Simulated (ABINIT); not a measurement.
TiAl3:

```
Ti Al
1.0
     2.83968    0.00000    0.00000
     0.00000    4.68126    0.00000
     0.00000    0.00000    4.90074
Ti Al
1 3
Direct
  0.00000 0.50000 0.16592
  0.00000 0.00000 0.83590
  0.50000 0.00000 0.33091
  0.50000 0.50000 0.66727
```

The cell comes from a database or a generator and needn't be the stable form of this composition.

| Item | Value |
| --- | --- |
| Program | ABINIT 10.8.3 (patched build) |
| Task | relaxation of cell and atoms |
| Functional | LDA |
| Potentials or basis | JTH PAW LDA v2.0 |
| Cutoff | 408 eV |
| k mesh | 9 × 6 × 6 |
| Occupations | fermi-dirac, width 0.05 eV |
| Spin | no spin polarisation |

At the start: pressure -5.0 GPa; volume 16.29 Å³/atom.

Problem. How do energy, volume and symmetry change on relaxing?

Solution. Over 12 steps the energy falls by 16.9 meV/atom and the volume is 15.48 Å³/atom (-5.0 %); space group Pmm2 (No. 25, to 0.05 Å).

Step by step:
```csv
step,energy change (eV),largest force (eV/Å),pressure (GPa),volume (Å³)
1,0.0000,0.0823,-4.98,65.15
2,-0.0292,0.0764,-3.59,64.16
3,-0.0615,0.0728,0.60,61.59
4,-0.0626,0.0692,0.28,61.77
5,-0.0652,0.0661,-0.24,62.06
6,-0.0661,0.0655,-0.23,62.06
7,-0.0664,0.0613,-0.08,61.97
8,-0.0666,0.0537,0.05,61.90
9,-0.0670,0.0338,0.20,61.81
10,-0.0675,0.0249,0.24,61.79
11,-0.0677,0.0159,0.12,61.85
12,-0.0677,0.0117,0.02,61.91
```

Final structure:
```cif
data_structure
_symmetry_space_group_name_H-M 'P 1'
_symmetry_Int_Tables_number 1
_cell_length_a 2.7341
_cell_length_b 4.6534
_cell_length_c 4.8660
_cell_angle_alpha 90.000
_cell_angle_beta 90.000
_cell_angle_gamma 90.000
_cell_volume 61.91
loop_
_atom_site_label
_atom_site_type_symbol
_atom_site_fract_x
_atom_site_fract_y
_atom_site_fract_z
_atom_site_occupancy
Ti1 Ti 0.00000 0.50000 0.16240 1
Al1 Al 0.00000 0.00000 0.84159 1
Al2 Al 0.50000 0.00000 0.33378 1
Al3 Al 0.50000 0.50000 0.66223 1
```
